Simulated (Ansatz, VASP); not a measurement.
**Two plane-wave programs on BaH4**

Contents of INCAR:

```
PREC = Accurate ; ENCUT = 600
EDIFF = 1E-6 ; ISMEAR = -1
SIGMA = 0.05 ; LREAL = False
LASPH = True ; NELM = 80
ALGO = Normal ; ISIF = 3
LWAVE = False ; LCHARG = False
GGA = PE ; IVDW = 13
IBRION = 2 ; NSW = 60
EDIFFG = -0.01
```

KPOINTS

```
Automatic mesh
0
Gamma
  5 5 5
```

File POSCAR:

```
BaH4
1.0
    2.2908200000      1.3226000000      3.5362500000
   -2.2908200000      1.3226000000      3.5362500000
    0.0000000000     -2.6452100000      3.5362500000
Ba H
1 4
Direct
    0.0000000000      0.0000000000      0.0000000000
    0.7408700000      0.7408700000      0.7408700000
    0.2591300000      0.2591300000      0.2591300000
    0.4636900000      0.4636900000      0.4636900000
    0.5363100000      0.5363100000      0.5363100000
```

Contents of input.yaml:

```yaml
crystal:
  lattice:
    - [2.29082, 1.3226, 3.53625]
    - [-2.29082, 1.3226, 3.53625]
    - [0.0, -2.64521, 3.53625]
  atoms:
    - { symbol: Ba, position: [0.0, 0.0, 0.0] }
    - { symbol: H, position: [0.74087, 0.74087, 0.74087] }
    - { symbol: H, position: [0.25913, 0.25913, 0.25913] }
    - { symbol: H, position: [0.46369, 0.46369, 0.46369] }
    - { symbol: H, position: [0.53631, 0.53631, 0.53631] }
hamiltonian:
  xc: pbe
  pseudopotentials: { kind: paw }
  dispersion: d4
kpoints:
  mp_grid: { grid: [5, 5, 5] }
scf:
  occupations: { method: fermi_dirac, width: 0.05 }
output:
  forces: true
  stress: true
  eigenvalues: true
relax:
  f_tol: 0.01
  max_steps: 40
  cell: { stress_tol: 0.05 }
```

The cell was built by a generator and needn't be a form met in nature.

Alike in both runs: task relaxation of cell and atoms; functional PBE; dispersion D4; k mesh 5 × 5 × 5; occupations fermi-dirac, width 0.05 eV; no spin polarisation.

|  | VASP | Ansatz |
| --- | --- | --- |
| version | VASP 6.6.1 | Ansatz 0.2.0 |
| potentials or method | VASP PAW PBE potentials, release 64 (Ba_sv, H) | Ansatz PAW |
| plane-wave cutoff (eV) | 600 | 420 |
| valence electrons in the cell | 14 | 14 |

VASP gave:

```
gap on the k mesh at the Fermi level, each at its own relaxed structure (eV) : 2.58
relaxed volume (Å³/atom)                                                     : 12.50
relaxed cell length with the largest relative difference (Å)                 : 4.376
energy change over the relaxation (meV/atom)                                 : -1
```

Question: What did Ansatz give for the same quantities?

Answer: gap on the k mesh at the Fermi level, each at its own relaxed structure (eV): 2.75; relaxed volume (Å³/atom): 12.27; relaxed cell length with the largest relative difference (Å): 4.343; energy change over the relaxation (meV/atom): -3.

Caveats: spin-orbit coupling is left out, which moves the levels of the heavy elements; an odd mesh through Γ misses points on the zone boundary, where band edges often lie (VASP); odd divisions of the mesh miss points on the zone boundary, where band edges often lie, so the gap on the mesh can be too wide (Ansatz); the plane-wave basis is chosen anew once the cell has moved, so the energies of steps on either side of that aren't comparable (Ansatz). As with any semilocal functional, this PBE gap is likely too small.
